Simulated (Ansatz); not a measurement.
## What a trial cell of Ag relaxes into

Theory: Ansatz, DFT PBE, scalar-relativistic, plane waves, PAW. Cutoff 420 eV, Γ-centred k mesh, Gaussian smearing, no spin polarisation in the final step.

Ag was placed on the sites of a reported N cell (Pnma, No. 62), at a guessed volume.

```
Ag
1.0
     4.02662    0.00000    0.00000
     0.00000    6.67542    0.00000
     0.00000    0.00000    3.00237
Ag
4
Direct
  0.02050 0.25000 0.63480
  0.97950 0.75000 0.36520
  0.47950 0.75000 0.13480
  0.52050 0.25000 0.86520
```

Cell and atoms relax at zero pressure; the relaxation can't lower the symmetry of the start. After a coarse first stage the cell is made exact in the group found at 0.06 Å.

Question: Describe the relaxed structure.

Answer: It ends in P6_3/mmc (No. 194). The result has the hcp structure. Conventional cell: a = 2.929 Å, c = 4.813 Å. Ag has 12 Ag at 2.93–2.94 Å.

```xyz
2
Lattice="2.9292 0.0000 0.0000 -1.4646 2.5368 0.0000 0.0000 0.0000 4.8126" Properties=species:S:1:pos:R:3 pbc="T T T"
Ag    1.4646    0.8456    3.6094
Ag    0.0000    1.6912    1.2031
```

Question: What are its volume, density and gap?

Answer: The volume per atom is 17.88 Å³, the density is 10.02 g/cm³ and the gap on the 22×22×12 mesh is 0 eV (a metal).

The final run used a 22×22×12 mesh on its 2-atom cell and 0.10 eV smearing. Symmetry constrained the relaxation, so the result can be a saddle point. The steps took of the order of 5 core-minutes in all.